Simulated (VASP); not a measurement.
# BN (F-43m) in VASP: a series of runs

One crystal, BN, is run at these levels: PBE; tasks: single point, relaxation of cell and atoms.

All numbers are computed with VASP 6.6.1; they aren't measurements. Logs are shortened: lines on timing, memory, paths and dates and some standing lists are left out, and cuts for length are marked.

### Step 1. The structure

Symmetry: F-43m, No. 216, cubic system. The conventional cell has a = 3.626 Å, b = 3.626 Å, c = 3.626 Å, α = 90.00°, β = 90.00°, γ = 90.00°. N (site symmetry -43m) has 4 B at 1.57 Å as nearest neighbours. B (site symmetry -43m) has 4 N at 1.57 Å as nearest neighbours.

The cell is a database's computed one.

### Step 2. Single point, PBE

Input file INCAR:

```
SYSTEM = BN
PREC = Accurate
ENCUT = 520
EDIFF = 1E-6
ISMEAR = 0
SIGMA = 0.028999999999999998
LREAL = .FALSE.
LASPH = .TRUE.
NELM = 100
ALGO = Normal
ISIF = 2
LWAVE = .FALSE.
LCHARG = .FALSE.
GGA = PE
NBANDS = 11
```

Input file KPOINTS:

```
regular mesh
0
G
  13 13 13
  0 0 0
```

Input file POSCAR:

```
BN
1.0
    0.0000000000      1.8130010000      1.8130010000
    1.8130010000      0.0000000000      1.8130010000
    1.8130010000      1.8130010000      0.0000000000
N B
1 1
Direct
    0.2500000000      0.2500000000      0.2500000000
    0.0000000000      0.0000000000      0.0000000000
```

Potentials or basis: VASP PAW PBE potentials, release 64 (N, B).

Run with:

```console
> cat potpaw_PBE.64/N/POTCAR potpaw_PBE.64/B/POTCAR > POTCAR
> mpirun -np 1 vasp_std > vasp.out
```

OUTCAR:

```text
SYSTEM = BN
   PREC = Accurate
   ENCUT = 520
   EDIFF = 1E-6
   ISMEAR = 0
   LREAL = .FALSE.
   LASPH = .TRUE.
   NELM = 100
   ISIF = 2
   GGA = PE

 ion  position               nearest neighbor table
   1  0.250  0.250  0.250-   2 1.57   2 1.57   2 1.57   2 1.57
   2  0.000  0.000  0.000-   1 1.57   1 1.57   1 1.57   1 1.57

  LATTYP: Found a face centered cubic cell.
 ALAT       =     3.6260020000

  Lattice vectors:

 A1 = (   0.0000000000,   1.8130010000,   1.8130010000)
 A2 = (   1.8130010000,   0.0000000000,   1.8130010000)
 A3 = (   1.8130010000,   1.8130010000,   0.0000000000)

Analysis of symmetry for initial positions (statically):
=====================================================================
 Subroutine PRICEL returns:
 Original cell was already a primitive cell.

 Routine SETGRP: Setting up the symmetry group for a
 face centered cubic supercell.

 Subroutine GETGRP returns: Found 24 space group operations
 (whereof 24 operations were pure point group operations)
 out of a pool of 48 trial point group operations.

The static configuration has the point symmetry T_d .

Analysis of symmetry for dynamics (positions and initial velocities):
=====================================================================
 Subroutine PRICEL returns:
 Original cell was already a primitive cell.

 Routine SETGRP: Setting up the symmetry group for a
 face centered cubic supercell.

 Subroutine GETGRP returns: Found 24 space group operations
 (whereof 24 operations were pure point group operations)
 out of a pool of 48 trial point group operations.

The dynamic configuration has the point symmetry T_d .

 Subroutine INISYM returns: Found 24 space group operations
 (whereof 24 operations are pure point group operations),
 and found     1 'primitive' translations

----------------------------------------------------------------------------------------

                                     Primitive cell

  volume of cell :      11.9186

  direct lattice vectors                    reciprocal lattice vectors
     0.000000000  1.813001000  1.813001000    -0.275785838  0.275785838  0.275785838
     1.813001000  0.000000000  1.813001000     0.275785838 -0.275785838  0.275785838
     1.813001000  1.813001000  0.000000000     0.275785838  0.275785838 -0.275785838

  length of vectors
     2.563970603  2.563970603  2.563970603     0.477675083  0.477675083  0.477675083

  position of ions in fractional coordinates (direct lattice)
     0.250000000  0.250000000  0.250000000
     0.000000000  0.000000000  0.000000000

  ion indices of the primitive-cell ions
   primitive index   ion index
                 1           1
                 2           2

----------------------------------------------------------------------------------------

 KPOINTS: regular mesh

Automatic generation of k-mesh.
 Grid dimensions read from file:
 generate k-points for:   13   13   13

 Generating k-lattice:

  Cartesian coordinates                     Fractional coordinates (reciprocal lattice)
    -0.021214295  0.021214295  0.021214295     0.076923077  0.000000000  0.000000000
     0.021214295 -0.021214295  0.021214295     0.000000000  0.076923077  0.000000000
     0.021214295  0.021214295 -0.021214295     0.000000000  0.000000000  0.076923077

  Length of vectors
     0.036744237  0.036744237  0.036744237

  Shift w.r.t. Gamma in fractional coordinates (k-lattice)
     0.000000000  0.000000000  0.000000000

 Subroutine IBZKPT returns following result:
 ===========================================

 Found     84 irreducible k-points:

 Following reciprocal coordinates:
            Coordinates               Weight
  0.000000  0.000000  0.000000      1.000000
  0.076923  0.000000  0.000000      8.000000
  0.153846  0.000000  0.000000      8.000000
  0.230769  0.000000  0.000000      8.000000
  0.307692  0.000000  0.000000      8.000000
  0.384615  0.000000  0.000000      8.000000
[... 16 lines left out ...]
  0.384615  0.153846  0.000000     24.000000
  0.461538  0.153846  0.000000     24.000000
 [... further k-points ...]
   k-points           NKPTS =     84   k-points in BZ     NKDIM =     84   number of bands    NBANDS=     11
   number of dos      NEDOS =    301   number of ions     NIONS =      2
   total plane-waves  NPLWV =   8000
   dimension x,y,z NGX =    20 NGY =   20 NGZ =   20
   dimension x,y,z NGXF=    40 NGYF=   40 NGZF=   40
   ions per type =               1   1
   NGX,Y,Z   is equivalent  to a cutoff of  12.97, 12.97, 12.97 a.u.
   NGXF,Y,Z  is equivalent  to a cutoff of  25.94, 25.94, 25.94 a.u.
 SYSTEM =  BN
   PREC   = accura    normal or accurate (medium, high low for compatibility)
   ISTART =      0    job   : 0-new  1-cont  2-samecut
   ICHARG =      2    charge: 1-file 2-atom 10-const
   ISPIN  =      1    spin polarized calculation?
   LNONCOLLINEAR =      F non collinear calculations
   LSORBIT =      F    spin-orbit coupling
   LASPH  =      T    aspherical Exc in radial PAW
   ENCUT  =  520.0 eV  38.22 Ry    6.18 a.u.   4.77  4.77  4.77*2*pi/ulx,y,z
   NELM   =    100;   NELMIN=  2; NELMDL= -5     # of ELM steps
   EDIFF  = 0.1E-05   stopping-criterion for ELM
   LREAL  =      F    real-space projection
   EDIFFG = 0.1E-04   stopping-criterion for IOM
   NSW    =      0    number of steps for IOM
   IBRION =     -1    ionic relax: 0-MD 1-quasi-New 2-CG
   NFREE  =      0    steps in history (QN), initial steepest desc. (CG)
   ISIF   =      2    stress and relaxation
   ISYM   =      2    0-nonsym 1-usesym 2-fastsym
   POTIM  = 0.5000    time-step for ionic-motion
   TEBEG  =    0.0;   TEEND  =   0.0 temperature during run
   PSTRESS=    0.0 pullay stress
   NELECT =       8.0000    total number of electrons
   NUPDOWN=      -1.0000    fix difference up-down
   EMIN   =  10.00;   EMAX   =-10.00  energy-range for DOS
   EFERMI =   0.00;   METHOD = LEGACY
   ISMEAR =     0;   SIGMA  =   0.03  broadening in eV -4-tet -1-fermi 0-gaus
   EFERMI_NEDOS =   21; number of points for ismear=-14 and -15
   IALGO  =     38    algorithm
   IMIX   =      4    mixing-type and parameters
     AMIX     =   0.40;   BMIX     =  1.00
     AMIX_MAG =   1.60;   BMIX_MAG =  1.00
  volume/ion in A,a.u.               =       5.96        40.22
  Fermi-wavevector in a.u.,A,eV,Ry     =   1.433387  2.708709 27.954506  2.054598
  Thomas-Fermi vector in A             =   2.552911
   LORBIT       =      0    0 simple, 1 ext, 2 COOP (PROOUT), +10 PAW based schemes
   GGA     = PE    functional components
   LHFCALC =     F    Hartree Fock is set to
   AEXX    =    0.0000 exact exchange contribution
   IVDW    =     0    specifies the selected vdW correction
   LEPSILON=     F    determine dielectric tensor
   LRPA    =     F    only Hartree local field effects (RPA)
 non-spin polarized calculation
 Gauss-broadening in eV      SIGMA  =   0.03
  energy-cutoff  :      520.00
  volume of cell :       11.92
 maximum number of plane-waves:       331
   NGX =  9   NGY =  9   NGZ =  9

 number of electron       7.9999999 magnetization

 Free energy of the ion-electron system (eV)
  ---------------------------------------------------
  ext. energy  EPLUGINS =         0.00000000
  ---------------------------------------------------
  free energy    TOTEN  =       -17.45100118 eV

  energy without entropy =      -17.45100118  energy(sigma->0) =      -17.45100118

 E-fermi :   7.4377     XC(G=0): -12.7771

 val. band max:        7.2910515782   @ k =   0.0000   0.0000   0.0000
 cond. band min:      11.8144101933   @ k =   0.4615   0.4615   0.0000
 fundamental gap:      4.5233586151
 Fermi energy:         7.4376686896

 k-point     1 :       0.0000    0.0000    0.0000
  band No.  band energies     occupation
      1     -12.8363      2.00000
      2       7.2911      2.00000
      3       7.2911      2.00000
      4       7.2911      2.00000
      5      16.0676      0.00000
      6      16.0676      0.00000
      7      16.0676      0.00000
      8      17.4925      0.00000
      9      31.8724      0.00000
     10      34.9486      0.00000
     11      34.9486      0.00000

 k-point     2 :       0.0769    0.0000    0.0000
  band No.  band energies     occupation
      1     -12.6933      2.00000
      2       6.5089      2.00000
      3       7.1374      2.00000
      4       7.1374      2.00000
      5      16.2413      0.00000
      6      16.3009      0.00000
      7      16.3009      0.00000
      8      17.9822      0.00000
      9      31.7163      0.00000
     10      32.9142      0.00000
     11      32.9142      0.00000

 k-point     3 :       0.1538    0.0000    0.0000
  band No.  band energies     occupation
      1     -12.2687      2.00000
      2       4.6576      2.00000
      3       6.7526      2.00000
      4       6.7526      2.00000
      5      16.5121      0.00000
      6      16.8648      0.00000
      7      16.8648      0.00000
      8      19.1793      0.00000
      9      31.2595      0.00000
     10      31.3782      0.00000
     11      31.3782      0.00000

 k-point     4 :       0.2308    0.0000    0.0000
  band No.  band energies     occupation
      1     -11.5789      2.00000
      2       2.4194      2.00000
      3       6.2872      2.00000
      4       6.2872      2.00000
      5      16.7777      0.00000
      6      17.4561      0.00000
      7      17.4561      0.00000
      8      20.4585      0.00000
      9      30.7304      0.00000
     10      30.7889      0.00000
     11      30.7889      0.00000
[... 239 lines left out ...]
 k-point    22 :       0.3077    0.1538    0.0000
  band No.  band energies     occupation
      1     -10.8193      2.00000
      2       1.7978      2.00000
      3       4.7661      2.00000
      4       5.1665      2.00000
      5      15.4242      0.00000
      6      19.1410      0.00000
      7      19.6710      0.00000
      8      20.0329      0.00000
      9      26.5630      0.00000
     10      33.4913      0.00000
     11      34.8991      0.00000

 k-point    23 :       0.3846    0.1538    0.0000
  band No.  band energies     occupation
      1      -9.8746      2.00000
      2      -0.2140      2.00000
      3       4.5217      2.00000
      4       4.6013      2.00000
      5      15.8246      0.00000
      6      19.3302      0.00000
      7      19.8675      0.00000
      8      20.7523      0.00000
      9      27.4353      0.00000
     10      33.2727      0.00000
     11      35.1876      0.00000

 k-point    24 :       0.4615    0.1538    0.0000
  band No.  band energies     occupation
      1      -8.8968      2.00000
      2      -1.9087      2.00000
      3       4.0503      2.00000
      4       4.4881      2.00000
      5      16.1426      0.00000
      6      19.3091      0.00000
      7      19.7406      0.00000
      8      21.8685      0.00000
      9      28.0487      0.00000
     10      33.3601      0.00000
     11      35.2046      0.00000

 [... further k-points ...]

------------------------ aborting loop because EDIFF is reached ----------------------------------------

  FORCE on cell =-STRESS in cart. coord.  units (eV):
  Direction    XX          YY          ZZ          XY          YZ          ZX
  --------------------------------------------------------------------------------------
  -------------------------------------------------------------------------------------
  Total       -0.0119041     -0.0119041     -0.0119041      0.0000000     -0.0000000     -0.0000000
  in kB       -1.6002367     -1.6002367     -1.6002367      0.0000000     -0.0000000     -0.0000000
  external PRESSURE =      -1.6002367 kB  Pullay stress =       0.0000000 kB

 VOLUME and BASIS-vectors are now :
 -----------------------------------------------------------------------------
  energy-cutoff  :      520.00
  volume of cell :       11.92
      direct lattice vectors                 reciprocal lattice vectors
     0.000000000  1.813001000  1.813001000    -0.275785838  0.275785838  0.275785838
     1.813001000  0.000000000  1.813001000     0.275785838 -0.275785838  0.275785838
     1.813001000  1.813001000  0.000000000     0.275785838  0.275785838 -0.275785838

 POSITION                                       TOTAL-FORCE (eV/Angst)
 -----------------------------------------------------------------------------------
      0.90650      0.90650      0.90650         0.000000      0.000000      0.000000
      0.00000      0.00000      0.00000        -0.000000     -0.000000     -0.000000
 -----------------------------------------------------------------------------------
    total drift:                                0.000000      0.000000      0.000000

  FREE ENERGIE OF THE ION-ELECTRON SYSTEM (eV)
  ---------------------------------------------------
  free  energy   TOTEN  =       -17.4510011794 eV

  energy  without entropy=      -17.4510011794  energy(sigma->0) =      -17.45100118
```

Run time: 7.2 s. Hardware: 1 thread of Intel Xeon Platinum 8488C (Sapphire Rapids), shared host; peak memory 0.12 GiB.

Results:

| Property | Result |
| --- | --- |
| Free energy | -17.4510 eV |
| Pressure | -0.2 GPa |
| Band gap on the k mesh | 4.52 eV, indirect (least direct gap 8.78 eV) |

Levels at points of the mesh, in eV from the valence-band top:
| k point | band 2 | band 3 | band 4 | band 5 | band 6 | band 7 |
| --- | --- | --- | --- | --- | --- | --- |
| (0.00, 0.00, 0.00) | 0.00 | 0.00 | 0.00 | 8.78 | 8.78 | 8.78 |

Caveat: an odd mesh through Γ misses points on the zone boundary, where band edges often lie.

### Step 3. Relaxation of cell and atoms, PBE

Input file INCAR:

```
SYSTEM = BN
PREC     = Accurate       ! precision mode
ENCUT    = 580            ! plane-wave cutoff, eV
EDIFF    = 1E-6           ! SCF threshold, eV
ISMEAR   = -1             ! smearing method
SIGMA    = 0.05           ! smearing width, eV
LREAL    = .FALSE.        ! projectors in reciprocal space
LASPH    = .TRUE.         ! aspherical terms in the spheres
NELM     = 60             ! most SCF steps
ALGO     = Normal         ! electronic algorithm
ISIF     = 3              ! what is computed and relaxed
LWAVE    = .FALSE.        ! write WAVECAR
LCHARG   = .FALSE.        ! write CHGCAR
GGA      = PE             ! functional
IBRION   = 2              ! ionic algorithm
NSW      = 60             ! ionic steps
EDIFFG   = -0.005         ! ionic threshold
```

KPOINTS is that of step 2.

POSCAR is that of step 2.

Potentials or basis: VASP PAW PBE potentials, release 64 (N, B).

Run with:

```console
> cat potpaw_PBE.64/N/POTCAR potpaw_PBE.64/B/POTCAR > POTCAR
> mpirun -np 1 vasp_std > vasp.out
```

Wall time 9.3 s (1 thread of Intel Xeon Platinum 8488C (Sapphire Rapids), shared host); peak memory 0.12 GiB.

Results (log left out):

```yaml
Free_energy: -17.4535 eV
Relaxed_volume: 5.95 Å³/atom
Relaxed_cell: a = 2.563 Å, b = 2.563 Å, c = 2.563 Å, α = 60.00°, β = 60.00°, γ = 60.00°
Space_group_after_relaxing_to_0.05_Å: F-43m (No. 216)
Energy_gained_by_relaxing: 0.0 meV/atom
Ionic_steps: 3
Pressure_after_relaxing: 0.0 GPa
Band_gap_on_the_k_mesh: 4.52 eV, indirect (least direct gap 8.78 eV)
```

Final structure:
```
N B
1.0
     0.00000    1.81238    1.81238
     1.81238    0.00000    1.81238
     1.81238    1.81238    0.00000
N B
1 1
Direct
  0.25000 0.25000 0.25000
  0.00000 0.00000 0.00000
```

Levels at points of the mesh, in eV from the valence-band top:
| k point | band 2 | band 3 | band 4 | band 5 | band 6 | band 7 |
| --- | --- | --- | --- | --- | --- | --- |
| (0.00, 0.00, 0.00) | 0.00 | 0.00 | 0.00 | 8.78 | 8.78 | 8.78 |

Caveat: an odd mesh through Γ misses points on the zone boundary, where band edges often lie.

### Step 4. Relaxation of cell and atoms, PBE

Input file INCAR:

```
ALGO = Normal
EDIFF = 1E-7
EDIFFG = -0.01
ENCUT = 600
GGA = PE
IBRION = 2
ISIF = 3
ISMEAR = -1
LASPH = T
LCHARG = F
LREAL = F
LWAVE = F
NELM = 80
NSW = 60
PREC = Accurate
SIGMA = 0.05
```

Input file KPOINTS:

```
k-points
0
Gamma
  13 13 13
```

POSCAR is that of step 3.

Run with:

```console
> cat potpaw_PBE.64/N/POTCAR potpaw_PBE.64/B/POTCAR > POTCAR
> mpirun -np 1 vasp_std > vasp.out
```

It took 11 s on 1 thread of Intel Xeon Platinum 8488C (Sapphire Rapids), shared host; peak memory 0.12 GiB.

Results (log left out):

| Property | Result |
| --- | --- |
| Free energy | -17.4546 eV |
| Relaxed volume | 5.95 Å³/atom |
| Relaxed cell | a = 2.563 Å, b = 2.563 Å, c = 2.563 Å, α = 60.00°, β = 60.00°, γ = 60.00° |
| Space group after relaxing (to 0.05 Å) | F-43m (No. 216) |
| Energy gained by relaxing | 0.0 meV/atom |
| Ionic steps | 3 |
| Pressure after relaxing | 0.0 GPa |
| Band gap on the k mesh | 4.52 eV, indirect (least direct gap 8.78 eV) |

Final structure:
```cif
data_structure
_symmetry_space_group_name_H-M 'P 1'
_symmetry_Int_Tables_number 1
_cell_length_a 2.5629
_cell_length_b 2.5629
_cell_length_c 2.5629
_cell_angle_alpha 60.000
_cell_angle_beta 60.000
_cell_angle_gamma 60.000
_cell_volume 11.90
loop_
_atom_site_label
_atom_site_type_symbol
_atom_site_fract_x
_atom_site_fract_y
_atom_site_fract_z
_atom_site_occupancy
N1 N 0.25000 0.25000 0.25000 1
B1 B 0.00000 0.00000 0.00000 1
```

Levels at points of the mesh, in eV from the valence-band top:
| k point | band 1 | band 2 | band 3 | band 4 | band 5 | band 6 | band 7 | band 8 |
| --- | --- | --- | --- | --- | --- | --- | --- | --- |
| (0.00, 0.00, 0.00) | -20.14 | 0.00 | 0.00 | 0.00 | 8.78 | 8.78 | 8.78 | 10.22 |

Caveat: an odd mesh through Γ misses points on the zone boundary, where band edges often lie. As with any semilocal functional, this PBE gap is likely too small.

### Step 5. The runs side by side

```csv
task,cell,cutoff (eV),smearing,gap on the mesh (eV),pressure (GPa),relaxed volume (Å³/atom)
single point,as given,520,gaussian 0.029 eV,4.52,-0.2,-
relaxation of cell and atoms,relaxed,580,fermi-dirac 0.05 eV,4.52,0.0,5.95
relaxation of cell and atoms,relaxed,600,fermi-dirac 0.05 eV,4.52,0.0,5.95
```

Alike in all rows: level PBE; potentials or basis VASP PAW PBE potentials, release 64 (N, B); no spin polarisation; k mesh 13 × 13 × 13.

Caveats: an odd mesh through Γ misses points on the zone boundary, where band edges often lie.

Absolute energies hang on the potentials; compare differences alone.

### Step 6. Against experiment

Step 2. The gap isn't set beside the measured one, since this odd mesh misses points on the zone boundary.
